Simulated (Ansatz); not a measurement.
Ansatz results at the PBE0-D4/def2-TZVP geometry: HOMO energy (PBE0/def2-TZVPP) -6.17 eV; zero-point energy (PBE0-D4/def2-TZVP) 106.3 kJ/mol; size of the dipole moment (ωB97M-V/def2-TZVPP) 3.80 D.

Each molecule was computed in one conformer, which needn't be the lowest.

Q: Which molecule gave them?
A. `FC1=C[C]1(F)[GeH3]`
B. `C1CCNC1`
C. `ClC1C=CC1`
D. `OB[SiH]1SS1`

A: D. The others give `ClC1C=CC1`: -7.68, 204.8, 2.15; `C1CCNC1`: -6.57, 341.3, 1.29; `FC1=C[C]1(F)[GeH3]`: -7.96, 143.6, 1.97.
